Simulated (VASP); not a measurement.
# Al (Fm-3m) in VASP: notebook

The runs below take Al through single point, with PBEsol.

Everything below comes from runs of VASP 6.6.1. Logs are shortened: lines on timing, memory, paths and dates and some standing lists are left out, and cuts for length are marked.

## 1. The undisturbed crystal

It takes space group Fm-3m (No. 225, cubic). The conventional cell has a = 4.050 Å, b = 4.050 Å, c = 4.050 Å, α = 90.00°, β = 90.00°, γ = 90.00°. Al (site symmetry m-3m) has 12 Al at 2.86 Å as nearest neighbours.

## 2. Single point, PBEsol (a relaxed cell with its volume scaled by 1.03)

File INCAR:

```
PREC = Accurate
ENCUT = 520
EDIFF = 1E-7
ISMEAR = 0
SIGMA = 0.1
LREAL = F
LASPH = T
NELM = 100
ALGO = Normal
ISIF = 2
LWAVE = F
LCHARG = F
GGA = PS
```

File KPOINTS:

```
regular mesh
0
Gamma
  18 18 18
```

File POSCAR:

```
Al                                      
1.0
    0.0000000000      2.0278967628      2.0278967628
    2.0278967628      0.0000000000      2.0278967628
    2.0278967628      2.0278967628      0.0000000000
  Al            
     1
Direct
     0.0000000000000000    0.0000000000000000    0.0000000000000000
```

Potentials or basis: VASP PAW PBE potentials, release 64 (Al).

Launch:

```
$ cat potpaw_PBE.64/Al/POTCAR > POTCAR
$ mpirun -np 1 vasp_std > vasp.out
```

OUTCAR:

```text
PREC = Accurate
   ENCUT = 520
   EDIFF = 1E-7
   ISMEAR = 0
   LREAL = F
   LASPH = T
   NELM = 100
   ISIF = 2
   GGA = PS

 ion  position               nearest neighbor table
   1  0.000  0.000  0.000-

  LATTYP: Found a face centered cubic cell.
 ALAT       =     4.0557935256

  Lattice vectors:

 A1 = (   0.0000000000,   2.0278967628,   2.0278967628)
 A2 = (   2.0278967628,   0.0000000000,   2.0278967628)
 A3 = (   2.0278967628,   2.0278967628,   0.0000000000)

Analysis of symmetry for initial positions (statically):
=====================================================================
 Subroutine PRICEL returns:
 Original cell was already a primitive cell.

 Routine SETGRP: Setting up the symmetry group for a
 face centered cubic supercell.

 Subroutine GETGRP returns: Found 48 space group operations
 (whereof 48 operations were pure point group operations)
 out of a pool of 48 trial point group operations.

The static configuration has the point symmetry O_h .

Analysis of symmetry for dynamics (positions and initial velocities):
=====================================================================
 Subroutine PRICEL returns:
 Original cell was already a primitive cell.

 Routine SETGRP: Setting up the symmetry group for a
 face centered cubic supercell.

 Subroutine GETGRP returns: Found 48 space group operations
 (whereof 48 operations were pure point group operations)
 out of a pool of 48 trial point group operations.

The dynamic configuration has the point symmetry O_h .

 Subroutine INISYM returns: Found 48 space group operations
 (whereof 48 operations are pure point group operations),
 and found     1 'primitive' translations

----------------------------------------------------------------------------------------

                                     Primitive cell

  volume of cell :      16.6789

  direct lattice vectors                    reciprocal lattice vectors
     0.000000000  2.027896763  2.027896763    -0.246560875  0.246560875  0.246560875
     2.027896763  0.000000000  2.027896763     0.246560875 -0.246560875  0.246560875
     2.027896763  2.027896763  0.000000000     0.246560875  0.246560875 -0.246560875

  length of vectors
     2.867879105  2.867879105  2.867879105     0.427055962  0.427055962  0.427055962

  position of ions in fractional coordinates (direct lattice)
     0.000000000  0.000000000  0.000000000

[... 73 lines left out ...]
   ENCUT  =  520.0 eV  38.22 Ry    6.18 a.u.   5.33  5.33  5.33*2*pi/ulx,y,z
   NELM   =    100;   NELMIN=  2; NELMDL= -5     # of ELM steps
   EDIFF  = 0.1E-06   stopping-criterion for ELM
   LREAL  =      F    real-space projection
   EDIFFG = 0.1E-05   stopping-criterion for IOM
   NSW    =      0    number of steps for IOM
   IBRION =     -1    ionic relax: 0-MD 1-quasi-New 2-CG
   NFREE  =      0    steps in history (QN), initial steepest desc. (CG)
   ISIF   =      2    stress and relaxation
   ISYM   =      2    0-nonsym 1-usesym 2-fastsym
   POTIM  = 0.5000    time-step for ionic-motion
   TEBEG  =    0.0;   TEEND  =   0.0 temperature during run
   PSTRESS=    0.0 pullay stress
   NELECT =       3.0000    total number of electrons
   NUPDOWN=      -1.0000    fix difference up-down
   EMIN   =  10.00;   EMAX   =-10.00  energy-range for DOS
   EFERMI =   0.00;   METHOD = LEGACY
   ISMEAR =     0;   SIGMA  =   0.10  broadening in eV -4-tet -1-fermi 0-gaus
   EFERMI_NEDOS =   21; number of points for ismear=-14 and -15
   IALGO  =     38    algorithm
   IMIX   =      4    mixing-type and parameters
     AMIX     =   0.40;   BMIX     =  1.00
     AMIX_MAG =   1.60;   BMIX_MAG =  1.00
  volume/ion in A,a.u.               =      16.68       112.55
  Fermi-wavevector in a.u.,A,eV,Ry     =   0.924115  1.746324 11.619222  0.853989
  Thomas-Fermi vector in A             =   2.049826
   LORBIT       =      0    0 simple, 1 ext, 2 COOP (PROOUT), +10 PAW based schemes
   GGA     = PS    functional components
   LHFCALC =     F    Hartree Fock is set to
   AEXX    =    0.0000 exact exchange contribution
   IVDW    =     0    specifies the selected vdW correction
   LEPSILON=     F    determine dielectric tensor
   LRPA    =     F    only Hartree local field effects (RPA)
 non-spin polarized calculation
 Gauss-broadening in eV      SIGMA  =   0.10
  energy-cutoff  :      520.00
  volume of cell :       16.68
 maximum number of plane-waves:       464
 NGX is ok and might be reduce to    24
   NGX = 11   NGY = 11   NGZ = 11

 number of electron       3.0000000 magnetization

 Free energy of the ion-electron system (eV)
  ---------------------------------------------------
  ext. energy  EPLUGINS =         0.00000000
  ---------------------------------------------------
  free energy    TOTEN  =        -4.08722671 eV

  energy without entropy =       -4.08439055  energy(sigma->0) =       -4.08580863

 E-fermi :   7.8261     XC(G=0): -10.2176

 val. band max:        7.8196002306   @ k =  -0.3889   0.3889   0.1667
 cond. band min:       7.8263226393   @ k =  -0.2778   0.2778   0.0556
 fundamental gap:      0.0067224088
 Fermi energy:         7.8260659951

 k-point     1 :       0.0000    0.0000    0.0000
  band No.  band energies     occupation
      1      -3.2175      2.00000
      2      20.3741      0.00000
      3      20.3741      0.00000
      4      20.3741      0.00000
      5      21.7843      0.00000
[... 177 lines left out ...]
 k-point    24 :      -0.2222    0.0556    0.0000
  band No.  band energies     occupation
      1      -1.5884      2.00000
      2      11.6487      0.00000
      3      17.0402      0.00000
      4      19.8665      0.00000
      5      21.5985      0.00000

 [... further k-points ...]

------------------------ aborting loop because EDIFF is reached ----------------------------------------

  FORCE on cell =-STRESS in cart. coord.  units (eV):
  Direction    XX          YY          ZZ          XY          YZ          ZX
  --------------------------------------------------------------------------------------
  -------------------------------------------------------------------------------------
  Total       -0.2326374     -0.2326374     -0.2326374      0.0000000     -0.0000000      0.0000000
  in kB      -22.3471711    -22.3471711    -22.3471711      0.0000000     -0.0000000      0.0000000
  external PRESSURE =     -22.3471711 kB  Pullay stress =       0.0000000 kB

 VOLUME and BASIS-vectors are now :
 -----------------------------------------------------------------------------
  energy-cutoff  :      520.00
  volume of cell :       16.68
      direct lattice vectors                 reciprocal lattice vectors
     0.000000000  2.027896763  2.027896763    -0.246560875  0.246560875  0.246560875
     2.027896763  0.000000000  2.027896763     0.246560875 -0.246560875  0.246560875
     2.027896763  2.027896763  0.000000000     0.246560875  0.246560875 -0.246560875

 POSITION                                       TOTAL-FORCE (eV/Angst)
 -----------------------------------------------------------------------------------
      0.00000      0.00000      0.00000        -0.000000     -0.000000     -0.000000
 -----------------------------------------------------------------------------------
    total drift:                               -0.000000     -0.000000     -0.000000

  FREE ENERGIE OF THE ION-ELECTRON SYSTEM (eV)
  ---------------------------------------------------
  free  energy   TOTEN  =        -4.0872267140 eV

  energy  without entropy=       -4.0843905467  energy(sigma->0) =       -4.08580863
```

OSZICAR:

```text
N       E                     dE             d eps       ncg     rms          rms(c)
DAV:   1    -0.202372557147E+01   -0.20237E+01   -0.84910E+02  2040   0.325E+02
DAV:   2    -0.409834348885E+01   -0.20746E+01   -0.18745E+01  2495   0.300E+01
DAV:   3    -0.411542968422E+01   -0.17086E-01   -0.17046E-01  2655   0.328E+00
DAV:   4    -0.411549007727E+01   -0.60393E-04   -0.60393E-04  2550   0.187E-01
DAV:   5    -0.411549047017E+01   -0.39289E-06   -0.39312E-06  2675   0.129E-02    0.137E+00
DAV:   6    -0.409861908365E+01    0.16871E-01   -0.22778E-03  2355   0.317E-01    0.782E-01
DAV:   7    -0.408724172989E+01    0.11377E-01   -0.62119E-03  2330   0.506E-01    0.164E-01
DAV:   8    -0.408722781560E+01    0.13914E-04   -0.31248E-05  2525   0.582E-02    0.722E-03
DAV:   9    -0.408722704691E+01    0.76869E-06   -0.55739E-07  2535   0.524E-03    0.151E-03
DAV:  10    -0.408722674768E+01    0.29922E-06   -0.48650E-09  1860   0.695E-04    0.123E-03
DAV:  11    -0.408722671398E+01    0.33708E-07   -0.34987E-10  1310   0.174E-04
   1 F= -.40872267E+01 E0= -.40858086E+01  d E =-.283617E-02
```

stdout:

```text
POSCAR found type information on POSCAR Al
 POSCAR found :  1 types and       1 ions
 scaLAPACK will be used
 -----------------------------------------------------------------------------
|                                                                             |
|                                                                             |
|     You enforced a specific xc type in the INCAR file but a different       |
|     I HOPE YOU KNOW WHAT YOU ARE DOING!                                     |
|                                                                             |
 -----------------------------------------------------------------------------

 LDA part: xc-table for (Slater+PW92), standard interpolation
 POSCAR, INCAR and KPOINTS ok, starting setup
 FFT: planning ... GRIDC
 FFT: planning ... GRID_SOFT
 FFT: planning ... GRID
 WAVECAR not read
 entering main loop
```

Run time: 6.4 s. Hardware: 1 thread of Intel Xeon Platinum 8488C (Sapphire Rapids), shared host; peak memory 0.14 GiB.

Results:

```yaml
Free_energy: -4.0872 eV
Pressure: -2.2 GPa
Band_gap_on_the_k_mesh: none (metal or under the smearing width)
```

Levels at points of the mesh, in eV from the Fermi level:
```tsv
k point	band 1	band 2	band 3	band 4
(0.00, 0.00, 0.00)	-11.04	12.55	12.55	12.55
(0.50, 0.00, 0.00)	-4.54	-4.35	11.29	11.29
(0.50, 0.50, 0.00)	-2.88	-1.59	5.26	5.55
```

Caveat: the PAW data sets were made with another functional, which shifts forces and pressure a little.

## 3. Single point, PBEsol (a relaxed cell with its volume scaled by 0.94)

INCAR is that of step 2.

KPOINTS is that of step 2.

File POSCAR:

```
Al                                      
1.0
    0.0000000000      1.9670227592      1.9670227592
    1.9670227592      0.0000000000      1.9670227592
    1.9670227592      1.9670227592      0.0000000000
  Al            
     1
Direct
     0.0000000000000000    0.0000000000000000    0.0000000000000000
```

Potentials or basis: VASP PAW PBE potentials, release 64 (Al).

Launch:

```
$ cat potpaw_PBE.64/Al/POTCAR > POTCAR
$ mpirun -np 1 vasp_std > vasp.out
```

OUTCAR:

```text
PREC = Accurate
   ENCUT = 520
   EDIFF = 1E-7
   ISMEAR = 0
   LREAL = F
   LASPH = T
   NELM = 100
   ISIF = 2
   GGA = PS

 ion  position               nearest neighbor table
   1  0.000  0.000  0.000-

  LATTYP: Found a face centered cubic cell.
 ALAT       =     3.9340455184

  Lattice vectors:

 A1 = (   0.0000000000,   1.9670227592,   1.9670227592)
 A2 = (   1.9670227592,   0.0000000000,   1.9670227592)
 A3 = (   1.9670227592,   1.9670227592,   0.0000000000)

Analysis of symmetry for initial positions (statically):
=====================================================================
 Subroutine PRICEL returns:
 Original cell was already a primitive cell.

 Routine SETGRP: Setting up the symmetry group for a
 face centered cubic supercell.

 Subroutine GETGRP returns: Found 48 space group operations
 (whereof 48 operations were pure point group operations)
 out of a pool of 48 trial point group operations.

The static configuration has the point symmetry O_h .

Analysis of symmetry for dynamics (positions and initial velocities):
=====================================================================
 Subroutine PRICEL returns:
 Original cell was already a primitive cell.

 Routine SETGRP: Setting up the symmetry group for a
 face centered cubic supercell.

 Subroutine GETGRP returns: Found 48 space group operations
 (whereof 48 operations were pure point group operations)
 out of a pool of 48 trial point group operations.

The dynamic configuration has the point symmetry O_h .

 Subroutine INISYM returns: Found 48 space group operations
 (whereof 48 operations are pure point group operations),
 and found     1 'primitive' translations

----------------------------------------------------------------------------------------

                                     Primitive cell

[... 104 lines left out ...]
   EFERMI_NEDOS =   21; number of points for ismear=-14 and -15
   IALGO  =     38    algorithm
   IMIX   =      4    mixing-type and parameters
     AMIX     =   0.40;   BMIX     =  1.00
     AMIX_MAG =   1.60;   BMIX_MAG =  1.00
  volume/ion in A,a.u.               =      15.22       102.72
  Fermi-wavevector in a.u.,A,eV,Ry     =   0.952714  1.800368 12.349517  0.907664
  Thomas-Fermi vector in A             =   2.081302
   LORBIT       =      0    0 simple, 1 ext, 2 COOP (PROOUT), +10 PAW based schemes
   GGA     = PS    functional components
   LHFCALC =     F    Hartree Fock is set to
   AEXX    =    0.0000 exact exchange contribution
   IVDW    =     0    specifies the selected vdW correction
   LEPSILON=     F    determine dielectric tensor
   LRPA    =     F    only Hartree local field effects (RPA)
 non-spin polarized calculation
 Gauss-broadening in eV      SIGMA  =   0.10
  energy-cutoff  :      520.00
  volume of cell :       15.22
 maximum number of plane-waves:       424
 NGX is ok and might be reduce to    24
   NGX = 11   NGY = 11   NGZ = 11

 number of electron       3.0000000 magnetization

 Free energy of the ion-electron system (eV)
  ---------------------------------------------------
  ext. energy  EPLUGINS =         0.00000000
  ---------------------------------------------------
  free energy    TOTEN  =        -4.07414137 eV

  energy without entropy =       -4.07140273  energy(sigma->0) =       -4.07277205

 E-fermi :   8.8100     XC(G=0): -10.5544

 val. band max:        8.8092541693   @ k =  -0.2222   0.3889   0.1667
 cond. band min:       8.8847227129   @ k =   0.5000   0.3889   0.0000
 fundamental gap:      0.0754685436
 Fermi energy:         8.8099699962

 k-point     1 :       0.0000    0.0000    0.0000
  band No.  band energies     occupation
      1      -2.8829      2.00000
      2      21.8642      0.00000
      3      21.8642      0.00000
      4      21.8642      0.00000
      5      23.9877      0.00000
[... 177 lines left out ...]
 k-point    24 :      -0.2222    0.0556    0.0000
  band No.  band energies     occupation
      1      -1.1538      2.00000
      2      12.8310      0.00000
      3      18.5945      0.00000
      4      21.5628      0.00000
      5      23.4207      0.00000

 [... further k-points ...]

------------------------ aborting loop because EDIFF is reached ----------------------------------------

  FORCE on cell =-STRESS in cart. coord.  units (eV):
  Direction    XX          YY          ZZ          XY          YZ          ZX
  --------------------------------------------------------------------------------------
  -------------------------------------------------------------------------------------
  Total        0.5482003      0.5482003      0.5482003     -0.0000000     -0.0000000     -0.0000000
  in kB       57.7021092     57.7021092     57.7021092     -0.0000000     -0.0000000     -0.0000000
  external PRESSURE =      57.7021092 kB  Pullay stress =       0.0000000 kB

 VOLUME and BASIS-vectors are now :
 -----------------------------------------------------------------------------
  energy-cutoff  :      520.00
  volume of cell :       15.22
      direct lattice vectors                 reciprocal lattice vectors
     0.000000000  1.967022759  1.967022759    -0.254191263  0.254191263  0.254191263
     1.967022759  0.000000000  1.967022759     0.254191263 -0.254191263  0.254191263
     1.967022759  1.967022759  0.000000000     0.254191263  0.254191263 -0.254191263

 POSITION                                       TOTAL-FORCE (eV/Angst)
 -----------------------------------------------------------------------------------
      0.00000      0.00000      0.00000        -0.000000     -0.000000     -0.000000
 -----------------------------------------------------------------------------------
    total drift:                                0.000000     -0.000000     -0.000000

  FREE ENERGIE OF THE ION-ELECTRON SYSTEM (eV)
  ---------------------------------------------------
  free  energy   TOTEN  =        -4.0741413705 eV

  energy  without entropy=       -4.0714027303  energy(sigma->0) =       -4.07277205
```

OSZICAR:

```text
N       E                     dE             d eps       ncg     rms          rms(c)
DAV:   1    -0.182442955558E+01   -0.18244E+01   -0.88047E+02  2030   0.330E+02
DAV:   2    -0.408524933588E+01   -0.22608E+01   -0.20794E+01  2455   0.317E+01
DAV:   3    -0.410429387685E+01   -0.19045E-01   -0.18929E-01  2630   0.351E+00
DAV:   4    -0.410436005219E+01   -0.66175E-04   -0.66174E-04  2520   0.193E-01
DAV:   5    -0.410436034441E+01   -0.29222E-06   -0.29179E-06  2635   0.111E-02    0.155E+00
DAV:   6    -0.408634636280E+01    0.18014E-01   -0.17630E-03  2345   0.283E-01    0.879E-01
DAV:   7    -0.407415871658E+01    0.12188E-01   -0.49222E-03  2275   0.456E-01    0.189E-01
DAV:   8    -0.407414221870E+01    0.16498E-04   -0.30354E-05  2645   0.578E-02    0.233E-02
DAV:   9    -0.407414155473E+01    0.66397E-06   -0.42020E-07  2465   0.511E-03    0.136E-03
DAV:  10    -0.407414139545E+01    0.15927E-06   -0.41431E-09  1835   0.684E-04    0.150E-03
DAV:  11    -0.407414137045E+01    0.25003E-07   -0.20251E-10  1275   0.129E-04
   1 F= -.40741414E+01 E0= -.40727721E+01  d E =-.273864E-02
```

stdout:

```text
POSCAR found type information on POSCAR Al
 POSCAR found :  1 types and       1 ions
 scaLAPACK will be used
 -----------------------------------------------------------------------------
|                                                                             |
|                                                                             |
|     You enforced a specific xc type in the INCAR file but a different       |
|     I HOPE YOU KNOW WHAT YOU ARE DOING!                                     |
|                                                                             |
 -----------------------------------------------------------------------------

 LDA part: xc-table for (Slater+PW92), standard interpolation
 POSCAR, INCAR and KPOINTS ok, starting setup
 FFT: planning ... GRIDC
 FFT: planning ... GRID_SOFT
 FFT: planning ... GRID
 WAVECAR not read
 entering main loop
```

Wall time 6.1 s (1 thread of Intel Xeon Platinum 8488C (Sapphire Rapids), shared host); peak memory 0.14 GiB.

Results:

```
Free energy            : -4.0741 eV
Pressure               : 5.8 GPa
Band gap on the k mesh : none (metal or under the smearing width)
```

Caveat: the PAW data sets were made with another functional, which shifts forces and pressure a little.

## 4. Single point, PBEsol (a relaxed cell with its volume scaled by 1.06)

INCAR is that of step 3.

KPOINTS is that of step 3.

File POSCAR:

```
Al                                      
1.0
    0.0000000000      2.0473969664      2.0473969664
    2.0473969664      0.0000000000      2.0473969664
    2.0473969664      2.0473969664      0.0000000000
  Al            
     1
Direct
     0.0000000000000000    0.0000000000000000    0.0000000000000000
```

Launch:

```
$ cat potpaw_PBE.64/Al/POTCAR > POTCAR
$ mpirun -np 1 vasp_std > vasp.out
```

Wall time 6.8 s (1 thread of Intel Xeon Platinum 8488C (Sapphire Rapids), shared host); peak memory 0.14 GiB.

It converged, with:

```
Free energy            : -4.0775 eV
Pressure               : -4.2 GPa
Band gap on the k mesh : none (metal or under the smearing width)
```

Levels at points of the mesh, in eV from the Fermi level:
| k point | band 1 | band 2 | band 3 | band 4 | band 5 |
| --- | --- | --- | --- | --- | --- |
| (0.00, 0.00, 0.00) | -10.85 | 12.39 | 12.39 | 12.39 | 13.59 |
| (0.50, 0.00, 0.00) | -4.43 | -4.31 | 10.99 | 10.99 | 11.27 |
| (0.50, 0.50, 0.00) | -2.81 | -1.59 | 5.26 | 5.42 | 5.42 |

Caveat: the PAW data sets were made with another functional, which shifts forces and pressure a little.

[end of part 1 of 2]
